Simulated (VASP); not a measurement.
# Au: relaxation of cell and atoms with PBE

Crystal: Au.

```xyz
3
Lattice="3.9819 0.0000 0.0000 0.0000 3.9819 0.0000 0.0000 0.0000 3.9819" Properties=species:S:1:pos:R:3 pbc="T T T"
Au    1.9910    0.0000    0.0000
Au    0.0000    1.9910    0.0000
Au    0.0000    0.0000    1.9910
```

The cell was built by a generator and needn't be a form met in nature.

```yaml
Program: VASP 6.6.1
Task: relaxation of cell and atoms
Functional: PBE
Potentials_or_basis: VASP PAW PBE potentials, release 64 (Au)
Cutoff: 600 eV
k_mesh: 7 × 7 × 7
Occupations: fermi-dirac, width 0.05 eV
Spin: no spin polarisation
Further_INCAR_settings: ALGO = Fast; EDIFF = 1e-06; IBRION = 2; EDIFFG = -0.01; NSW = 60; ISIF = 3
```

```yaml
Relaxed_volume: 21.02 Å³/atom
Relaxed_cell: a = 3.980 Å, b = 3.980 Å, c = 3.980 Å, α = 90.00°, β = 90.00°, γ = 90.00°
Space_group_after_relaxing_to_0.05_Å: Pm-3m (No. 221)
Energy_gained_by_relaxing: 0.0 meV/atom
Ionic_steps: 3
Pressure_after_relaxing: 0.0 GPa
Band_gap_on_the_k_mesh: none (metal or under the smearing width)
```

Final structure:
```
Au
1.0
     3.98025    0.00000    0.00000
     0.00000    3.98025    0.00000
     0.00000    0.00000    3.98025
Au
3
Direct
  0.50000 0.00000 0.00000
  0.00000 0.50000 0.00000
  0.00000 0.00000 0.50000
```

Levels at points of the mesh, in eV from the Fermi level:
| k point | band 14 | band 15 | band 16 | band 17 | band 18 | band 19 |
| --- | --- | --- | --- | --- | --- | --- |
| (0.00, 0.00, 0.00) | -0.86 | -0.86 | -0.86 | 3.10 | 3.10 | 3.10 |

Wall time 18 s on 1 thread of Intel(R) Xeon(R) 6975P-C (Granite Rapids), on a shared host, peak memory 0.19 GiB.

Spin-orbit coupling is left out, which matters for the levels of Au.
